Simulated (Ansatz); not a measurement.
# MgTe: a single-point run

Aim: a sound single-point run of MgTe. The structure is shown as the input types it. The cell is built on a prototype (zincblende) and needn't be the phase found in nature.

Computed with Ansatz 0.2.0 (density functional or hybrid calculation with the settings of its input, plane waves (as first typed), unless a step's input says otherwise).

3 further runs of the same task are left out: 1 for a known fault of the program, 2 that didn't finish.

## Step 1: The starting structure

The structure is cubic, space group F-43m (No. 216). Conventional cell: a = 6.466 Å, b = 6.466 Å, c = 6.466 Å, α = 90.00°, β = 90.00°, γ = 90.00°. Around Mg (site symmetry -43m) lie 4 Te at 2.80 Å. Te (site symmetry -43m) is surrounded by 4 Mg at 2.80 Å.

As a file:

```
Mg Te
1.0
     0.00000    3.23311    3.23311
     3.23311    0.00000    3.23311
     3.23311    3.23311    0.00000
Mg Te
1 1
Direct
  0.00000 0.00000 0.00000
  0.25000 0.25000 0.25000
```

## Step 2: Running it

input.yaml

```yaml
crystal:
  lattice:
    - [0.0, 3.2331115461, 3.2331115461]
    - [3.2331115461, 0.0, 3.2331115461]
    - [3.2331115461, 3.2331115461, 0.0]
  atoms:
    - { symbol: Mg, position: [0.0, 0.0, 0.0] }
    - { symbol: Te, position: [0.25, 0.25, 0.25] }
kpoints:
  mp_grid: { grid: [1, 1, 1] }
hamiltonian:
  xc: pbesol
scf:
  occupations: { method: fixed }
  n_extra_bands: 4
output:
  forces: true
  stress: true
  eigenvalues: true
```

Run with:

```sh
$ ansatz run input.yaml --threads 4 --pin off --max-ram 3686MiB --backend cpu --events-out ev --progress --plain --runs-dir out
```

**Question.** How will this run end, and is anything wrong with its input?

This run ends as converged. It gives a pressure of 17 GPa, which is large; a structure far from rest gives such values too, whatever the setting.

The suspect setting: kpoints.mp_grid.grid is [1, 1, 1]. One k-point can't sample the Brillouin zone of so small a cell.

Run again and compare: set kpoints.mp_grid.grid to [6, 6, 6].
